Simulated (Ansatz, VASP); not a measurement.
# WS2: VASP beside Ansatz

```
W S
1.0
     3.15421    0.00000    0.00000
    -1.57710    2.73162    0.00000
     0.00000    0.00000   12.13991
W S
2 4
Direct
  0.33333 0.66667 0.25000
  0.66667 0.33333 0.75000
  0.33333 0.66667 0.62029
  0.66667 0.33333 0.12029
  0.33333 0.66667 0.87971
  0.66667 0.33333 0.37971
```

Alike in both runs: task single point; functional PBE; dispersion D3(BJ); k mesh 12 × 12 × 4; occupations gaussian, width 0.05 eV; no spin polarisation.

|  | VASP | Ansatz |
| --- | --- | --- |
| version | VASP 6.6.1 | Ansatz 0.2.0 |
| potentials or method | VASP PAW PBE potentials, release 64 (W_sv, S) | scalar-relativistic, plane waves, PAW |
| plane-wave cutoff (eV) | 520 | 420 |
| valence electrons in the cell | 52 | 52 |

```csv
,VASP,Ansatz,Ansatz less VASP
gap on the k mesh at the Fermi level (eV),0.91,0.89,-0.017
least direct gap on the mesh (eV),1.83,1.83,-0.003
pressure (GPa),0.0,0.0,+0.03
```

Caveats: spin-orbit coupling is left out, which moves the levels of the heavy elements. PBE gaps usually lie below the measured ones, often by a third to a half. A k mesh can miss the band edges.
